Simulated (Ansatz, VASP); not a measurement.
## GaSb in VASP and in Ansatz

```
Sb Ga
1.0
    -2.77167    2.77167    1.60124
     2.77167   -2.77167    1.60124
     2.77167    2.77167   -1.60124
Sb Ga
1 1
Cartesian
  0.0000 0.0000 0.0000
  0.0000 2.7717 0.8006
```

Change from the starting cell: volume scaled by 1.02.

Alike in both runs: task single point; functional PBE; k mesh 10 × 10 × 10; occupations fermi-dirac, width 0.05 eV; no spin polarisation.

|  | VASP | Ansatz |
| --- | --- | --- |
| version | VASP 6.6.1 | Ansatz 0.2.0 |
| potentials or method | VASP PAW PBE potentials, release 64 (Sb, Ga_d) | Ansatz PAW |
| plane-wave cutoff (eV) | 520 | 420 |
| valence electrons in the cell | 18 | 28 |

```csv
,VASP,Ansatz,Ansatz less VASP
gap on the k mesh at the Fermi level (eV),none,none,-
pressure (GPa),-0.8,-0.8,-0.02
largest component of the traceless stress (GPa),0.54,0.50,-0.041
```

A gap of «none» marks a metal or a gap that the smearing closes. The two sets of potentials don't hold the same shells in valence.

The runs have no spin-orbit coupling, so splittings on Sb are missing.
